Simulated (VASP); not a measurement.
Write the native input for VASP 6.6.1 that does the following.

- Task: band structure
- Functional: PBE
- Potentials or basis: VASP PAW PBE potentials, release 64 (Si)
- Cutoff: 520 eV
- k mesh: 8 × 8 × 8
- Occupations: gaussian, width 0.03 eV
- Spin: no spin polarisation
- Grid for exact exchange (PRECFOCK): Fast
- Further INCAR settings: ALGO = Normal; EDIFF = 1e-07

The structure of Si lies in POSCAR:

```
Si                                      
1.0
    0.0000000000      2.7178477093      2.7178477093
    2.7178477093      0.0000000000      2.7178477093
    2.7178477093      2.7178477093      0.0000000000
  Si            
     2
Direct
     0.7500000000000000    0.7500000000000000    0.7500000000000000
     0.5000000000000000    0.5000000000000000    0.5000000000000000
```

The input as run:

INCAR

```
ALGO = Normal ; EDIFF = 1E-7
ENCUT = 520 ; GGA = PE
ISIF = 2 ; ISMEAR = 0
KPAR = 8 ; LASPH = True
LCHARG = False ; LREAL = False
LWAVE = False ; NELM = 80
PREC = Accurate ; SIGMA = 0.03
```

KPOINTS

```
k-points
0
Gamma
  8 8 8
```

KPOINTS_OPT

```
explicit points
6
Reciprocal
 0.0000000000  0.0000000000  0.0000000000 1
 0.3750000000  0.3750000000  0.7500000000 1
 0.5000000000  0.5000000000  0.5000000000 1
 0.6250000000  0.2500000000  0.6250000000 1
 0.5000000000  0.2500000000  0.7500000000 1
 0.5000000000  0.0000000000  0.5000000000 1
```

Potentials or basis: VASP PAW PBE potentials, release 64 (Si).

Launch:

```console
$ cat potpaw_PBE.64/Si/POTCAR > POTCAR
$ mpirun -np 8 vasp_std > vasp.out
```

Results of the run:

```json
{
 "Pressure": "1.7 GPa",
 "Band gap on the k mesh": "0.62 eV, indirect (least direct gap 2.56 eV)",
 "Band gap along the path": "0.72 eV, indirect (least direct gap 2.56 eV)"
}
```

Run time: 4.6 s on 8 MPI ranks on Intel(R) Xeon(R) Platinum 8488C (Sapphire Rapids), with other jobs on the host, peak memory 0.16 GiB a rank.
